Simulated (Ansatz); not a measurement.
# ¹⁷O NMR of the central transition in V₂O₅

Cell: a computed structure from the Materials Project (it need not be an observed phase), atoms as given.

```cif
data_V2O5
_symmetry_space_group_name_H-M 'Cmcm'
_symmetry_Int_Tables_number 63
_cell_length_a 3.5379
_cell_length_b 10.0493
_cell_length_c 11.4429
_cell_angle_alpha 90.000
_cell_angle_beta 90.000
_cell_angle_gamma 90.000
loop_
_atom_site_label
_atom_site_type_symbol
_atom_site_symmetry_multiplicity
_atom_site_Wyckoff_symbol
_atom_site_fract_x
_atom_site_fract_y
_atom_site_fract_z
V V 8 f 0.5000 0.7960 0.1043
O5 O 4 c 0.5000 0.7323 0.2500
O6 O 8 f 0.5000 0.9530 0.1185
O7 O 8 f 0.5000 0.2497 0.0682
```

One atom of each set is listed; the run and its k-mesh use a cell of 14 atoms with edges of 5.33, 5.33, 11.44 Å.

Level of theory: DFT, PBE, plane waves and PAW, scalar-relativistic, 420 eV cutoff, Γ-centred 6×6×2 k-points, Fermi–Dirac smearing 0.02 eV (Ansatz 0.2.0).

¹⁷O has I = 5/2 and Q = -25.58 mb (Pyykkö 2018); at 23.5 T its Larmor frequency is ν₀ = 135.7 MHz. Only the quadrupole interaction is simulated: positions count from each site's isotropic chemical shift, and J coupling is left out, as are shift anisotropy and dipolar coupling, which fast spinning averages.

(1) Give C_Q, η, the quadrupolar product P_Q = |C_Q|(1 + η²/3)^½, the second-order isotropic shift and the breadth of the pattern (fast magic-angle spinning) for each O site.

Results:

(1) 

| site | first shell | C_Q (MHz) | η | P_Q (MHz) | δ_QIS (ppm) | breadth (kHz) |
| --- | --- | --- | --- | --- | --- | --- |
| O5 | 2 V at 1.79 Å, angle 138° | 3.04 | 0.02 | 3.04 | -3.02 | 0.884 |
| O6 | 1 V at 1.59 Å | 0.901 | 0.59 | 0.952 | -0.296 | 0.0929 |
| O7 | 3 V at 1.88–2.03 Å | 2.75 | 0.77 | 3.01 | -2.96 | 0.915 |

δ_QIS = −(ν_Q²/30ν₀²)[I(I+1) − 3/4](1 + η²/3) × 10⁶ ppm with ν_Q = 3|C_Q|/[2I(2I−1)]; it falls as 1/B₀² in ppm, and the breadth as 1/B₀ in kHz.

At O5 V_zz points along the bisector of its two bonds (within 1°). At O6 V_zz points along its bond to V (within 6°).

The largest force is 0.6 eV/Å, so the atoms aren't at the calculated equilibrium and relaxing them would move these values.

The run took 29 s of wall time (29 s of CPU time) and 0.63 GiB at its peak, on 1 thread of Arm Neoverse V2 (aarch64; 8 cores open to the job, memory cap 2.5 GiB, no GPU), a shared host with a load of 0.7 a core.
